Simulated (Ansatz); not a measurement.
## MnO2 under changes of volume

One of the cells (10.839 Å³/atom); the others are scaled copies at fixed shape and fractional positions:

```
CELL_PARAMETERS angstrom
2.85658 0.00000 0.00000
-1.42829 2.47387 0.00000
0.00000 0.00000 4.60137
ATOMIC_POSITIONS crystal
Mn 0.00000 0.00000 0.50000
O 0.33333 0.66667 0.70629
O 0.66667 0.33333 0.29371
```

Measurements of this composition are mostly on another form, of space group No. 136.

| Property | Result |
| --- | --- |
| Program | Ansatz 0.2.0 |
| Functional | PBE |
| Potentials or basis | all-electron LAPW, scalar-relativistic |
| Cutoff | 452 eV (chosen from the basis error) |
| Basis error allowed | 0.001 eV/atom |
| k mesh | 11 × 11 × 6 |
| Occupations | fermi-dirac, width 0.05 eV |
| Spin | collinear spin, ferromagnetic start |
| Starting moments | [4.0, 0.0, 0.0] μB |

```csv
volume (Å³/atom),energy over the lowest point (meV/atom),pressure (GPa),gap on the mesh (eV),largest force (eV/Å)
10.189,?,?,?,?
10.405,28.71,14.1,0.71,0.848
10.622,13.06,9.2,0.79,0.519
10.839,3.70,4.8,0.87,0.217
11.056,0.00,0.8,0.94,0.062
11.273,1.35,-2.7,1.00,0.318
11.489,7.24,-5.9,1.06,0.554
```

Question: What does the run at 10.189 Å³/atom give?

Answer: Energy over the lowest point 51.39 meV/atom; pressure 19.5 GPa; gap on the mesh 0.63 eV; largest force 1.205 eV/Å.

Worked out: A Birch-Murnaghan fit of order 3 (a polynomial in V^(-2/3)) to the other rows has its minimum at 11.10 Å³/atom with B0 = V·E''(V) = 187 GPa and B' = 4.5 at fixed shape and positions, which overstates the stiffness. It gives 51.25 meV/atom at 10.189 Å³/atom, against the run's 51.39, and -dE/dV = 19.5 GPa, against 19.5. A straight line through the other rows of the gap, of slope 3.53 eV per unit of ln V, extrapolates to 0.64 eV, against the run's 0.63.

Energies are extrapolated to zero smearing.

Caveats: an odd mesh through Γ misses points on the zone boundary, where band edges often lie; a cell with one magnetic atom can't hold antiferromagnetic order, which such compounds often take; forces of over 1 eV/Å show positions far from the minimum, so gaps and moduli don't describe the material at rest (some runs).
